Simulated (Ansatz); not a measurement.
**HfC: frozen-core PAW against all-electron methods**

```
Hf C
1.0
     0.00000    2.32500    2.32500
     2.32500    0.00000    2.32500
     2.32500    2.32500    0.00000
Hf C
1 1
Cartesian
  2.3250 2.3250 2.3250
  0.0000 0.0000 0.0000
```

Atoms are numbered in the order listed.

The conventional cell has a = 4.650 Å, b = 4.650 Å, c = 4.650 Å, α = 90.00°, β = 90.00°, γ = 90.00°. Hf (atom 1) has 6 C at 2.33 Å as nearest neighbours. Around C (atom 2) lie 6 Hf at 2.33 Å.

The cell is COD entry 1539502, as deposited and not checked against the literature; nothing was relaxed.

No spin–orbit coupling, which matters for the heavy atoms here.

All numbers are computed: DFT, PBE, PAW with Ansatz's default frozen-core files, scalar-relativistic (Ansatz 0.2.0); DFT, PBE, all-electron PAW with datasets made for the crystal, scalar-relativistic (Ansatz 0.2.0); DFT, PBE, all-electron LAPW, scalar-relativistic (Ansatz 0.2.0).

For PAW: a Γ-centred 15×15×15 k mesh, Fermi–Dirac smearing of 0.05 eV, cutoff 420 eV, no spin polarisation. The crystal-made all-electron datasets (AE datasets) take a cutoff of 400 eV at this cell. LAPW targets a basis error of 1 meV/atom. The Ansatz runs share mesh, smearing and spin set-up. Plane-wave (PAW) pressures include the program's estimate of the Pulay term.

Stress and pressure are positive in compression.

Levels count from the Fermi level.

```
                      quantity      PAW  AE datasets     LAPW
                pressure (GPa)     0.20         0.25     0.25
highest filled level at U (eV)   -1.628       -1.628   -1.628
  lowest empty level at U (eV)    1.597        1.596    1.596
highest filled level at Γ (eV)  -10.980      -10.986  -10.986
  lowest empty level at Γ (eV)    1.063        1.067    1.067
highest filled level at X (eV)   -0.058       -0.058   -0.058
  lowest empty level at X (eV)    5.302        5.299    5.299
```

PAW's pressure differs from the LAPW value by -0.05 GPa. Datasets made for the crystal and LAPW share parts of one code, so their agreement isn't an independent check.
